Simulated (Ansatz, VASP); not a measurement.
SiC in VASP and in Ansatz

```
CELL_PARAMETERS angstrom
3.09674 0.00000 0.00000
0.00000 3.09674 0.00000
0.00000 0.00000 19.47431
ATOMIC_POSITIONS crystal
C 0.00000 0.50000 0.35945
C 0.50000 0.00000 0.47189
C 0.00000 0.50000 0.58334
Si 0.50000 0.50000 0.41567
Si 0.00000 0.00000 0.52683
Si 0.50000 0.50000 0.64033
```

Alike in both runs: functional PBE; k mesh 9 × 9 × 1; occupations gaussian, width 0.05 eV; no spin polarisation.

Ansatz relaxed the structure, and its values are those at the end. VASP's run is a single point on that final structure, the one shown.

|  | VASP | Ansatz |
| --- | --- | --- |
| version | VASP 6.6.1 | Ansatz 0.2.0 |
| potentials or method | VASP PAW PBE potentials, release 64 (C, Si) | scalar-relativistic, plane waves, PAW |
| plane-wave cutoff (eV) | 520 | 420 |
| valence electrons in the cell | 24 | 24 |

|  | VASP | Ansatz | Ansatz less VASP |
| --- | --- | --- | --- |
| gap on the k mesh at the Fermi level (eV) | none | none | - |
| rms of the force components (eV/Å) | 0.692 | 0.695 | +0.0022 |

A gap of «none» marks a metal or a gap that the smearing closes.
